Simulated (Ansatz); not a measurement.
**Ca (P6_3/mmc)**

Computed with DFT PBE, scalar-relativistic, plane waves, PAW (Ansatz 0.2.0).

Cutoff 420 eV; k points 12×12×8 on the computed 2-atom cell (Γ-centred); Gaussian smearing, width 0.10 eV; no spin polarisation.

The structure is relaxed at this level of theory with its symmetry kept. This form isn't the element's structure at ambient conditions.

```
Ca
1.0
     3.90540    0.00000    0.00000
    -1.95270    3.38218    0.00000
     0.00000    0.00000    6.41631
Ca
2
Direct
  0.33333 0.66667 0.25000
  0.66667 0.33333 0.75000
```

```json
{
 "Space group": "P6_3/mmc (No. 194)",
 "Volume per atom": "42.38 Å³",
 "Formation energy from the elements' standard states (uncorrected)": "+0.004 eV/atom",
 "Kohn–Sham band gap": "none (metal)",
 "Density of states at the Fermi level": "1.60 states/eV per cell",
 "Bulk modulus": "17.4 GPa",
 "Its pressure derivative": "3.4",
 "Bader charges (e)": "Ca (2 in the cell) 0.00"
}
```

Cost: 9 runs of about 2.3 core-minutes in all, on Arm Neoverse V2 (shared hosts).